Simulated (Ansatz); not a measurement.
This Ansatz 0.2.0 run on HfC needs a look.

The input input.yaml:

```yaml
crystal:
  lattice:
    - [0.0, 2.325, 2.325]
    - [2.325, 0.0, 2.325]
    - [2.325, 2.325, 0.0]
  atoms:
    - { symbol: Hf, position: [0.5, 0.5, 0.5] }
    - { symbol: C, position: [0.0, 0.0, 0.0] }
hamiltonian:
  xc: pbe
  pseudopotentials: { kind: paw }
  hubbard: { sites: [{ species: Hf, l: d, u_eff: 40.0 }] }
kpoints:
  mp_grid: { grid: [6, 6, 6] }
scf:
  occupations: { method: fermi_dirac, width: 0.05 }
  max_iter: 50
output:
  forces: true
  stress: true
  eigenvalues: true
```

Potentials or basis: Ansatz PAW.

Run with:

```sh
$ ansatz run input.yaml --threads 2 --pin off --max-ram 5632MiB --backend cpu --events-out ev --progress --plain --runs-dir out
```

Output:

```text
Warning: RAYON_NUM_THREADS=2 ignored (pool sized by the plan → 2); use --threads N
Hf: projections on atomic orbitals take those of the free atom [Kr 4d10] 4f14 5s2 5p6 5d2 6s2, of charge +0.00 (hamiltonian.pseudopotentials.projection_atoms); the dataset's partial waves leave at most 4.9e-5 of an orbital's norm unspanned inside its sphere
C: projections on atomic orbitals take those of the free atom [He] 2s2 2p2, of charge +0.00 (hamiltonian.pseudopotentials.projection_atoms); the dataset's partial waves leave at most 3.7e-9 of an orbital's norm unspanned inside its sphere
Engine: ansatz 0.2.0, aarch64-unknown-linux-gnu
Pseudopotentials: kind: paw
Pseudopotential: Hf, paw, valence charge 26, recommended cutoff 420 eV (normal), Hf.paw.azcp
Pseudopotential: C, paw, valence charge 4, recommended cutoff 420 eV (normal), C.paw.azcp
Functional definition: PBE
  parameter kappa = 0.804
  parameter beta = 0.06672455060314922
  exchange = pbe_x(kappa = kappa, mu = beta*pi^2/3)
  correlation = pbe_c(beta = beta)
Crystal: 2 atoms, lattice volume = 25.136 Å³
Basis set: ecut = 420 eV, 531 PW (Γ), exchange–correlation on 48×48×48 points (8 copies of the dense FFT grid, shifted against one another)
Bands: 19, of which v1, the nominal top of the filled ones, is band 15 counted from 1 (14 counted from 0)
Symmetry: 48 space group operations
Space group: Fm-3m (ITA 225), of the structure as read, at distance tolerance 2.9e-5 Å
k-points: 16 of 216
[... 25 lines left out ...]
Fermi energy:    26.060095 eV
--- Per-component energies (eV) ---
  E_band       = 92.093562
  E_kinetic    = 526.847129
  E_local      = -4944.236594  (includes V_loc(G=0)·N_el)
  E_nonlocal   = -1212.568382
  E_hartree    = 2315.645491
  E_xc         = -353.462391
  E_vxc        = -331.852945  (∫ρ·V_xc dr)
  E_hubbard    = 11.685711  (on-site DFT+U / exact-exchange correction)
  E_vhub       = 10.318512  (the Hubbard potential's part of the band-sum identity)
  E_paw        = -7028.386621  (= ΣΔE_a)
  E_vpaw       = 1412.296058  (= ΣTr[D̂ρ^β])
  E_aug_tail   = 0.000008  (compensation charges beyond the density's cutoff)
  E_ewald      = -5263.440471
  E_smearing   = -0.000000  (= −TS)
  E_closure    = 0.000000  (closes the sum)
  Σ components = -15947.916119   (vs F -15947.916119, Δ=0.00e0)
--- Forces (eV/Å), atoms counted from 1 ---
  atom   1  Hf     0.00000000    -0.00000000     0.00000000
  atom   2  C     -0.00000000     0.00000000    -0.00000000
  max |Σ_I F_I| component: 6.88e-29 eV/Å
--- Stress (GPa, compression-positive) ---
      145.800355       0.000000       0.000000
        0.000000     145.800355       0.000000
        0.000000       0.000000     145.800355
  P = ⅓ Tr σ = 145.8004 GPa (1458.004 kbar)
[... 5 lines left out ...]
Occupation matrices written to <dir>
```

**Question.** How did it end, and where is the flaw?

**Answer.** The calculation finished and met its thresholds. The input holds a flaw that was put in on purpose: an enormous or negative U (hamiltonian.hubbard = {"sites": [{"species": "Hf", "l": "d", "u_eff": 40.0}]}). The program doesn't stop on it, so the numbers can't be trusted though the run ends normally.
